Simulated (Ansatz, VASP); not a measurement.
**One calculation of Pt, two programs**

```xyz
1
Lattice="0.0000 1.9847 1.9847 1.9847 0.0000 1.9847 1.9847 1.9847 0.0000" Properties=species:S:1:pos:R:3 pbc="T T T"
Pt    0.0000    0.0000    0.0000
```

Alike in both runs: functional PBE; k mesh 16 × 16 × 16; occupations gaussian, width 0.1 eV; no spin polarisation.

Ansatz relaxed the structure, and its values are those at the end. VASP's run is a single point on that final structure, the one shown.

|  | VASP | Ansatz |
| --- | --- | --- |
| version | VASP 6.6.1 | Ansatz 0.2.0 |
| potentials or method | VASP PAW PBE potentials, release 64 (Pt) | scalar-relativistic, plane waves, PAW |
| plane-wave cutoff (eV) | 520 | 420 |
| valence electrons in the cell | 10 | 18 |

VASP gave:

| Item | Value |
| --- | --- |
| gap on the k mesh at the Fermi level (eV) | none |
| pressure (GPa) | -0.5 |

Q: What did Ansatz give for the same quantities?

A: gap on the k mesh at the Fermi level (eV): none; pressure (GPa): 0.0.

A gap of «none» marks a metal or a gap that the smearing closes. The two sets of potentials don't hold the same shells in valence.

The runs have no spin-orbit coupling, so splittings on Pt are missing.
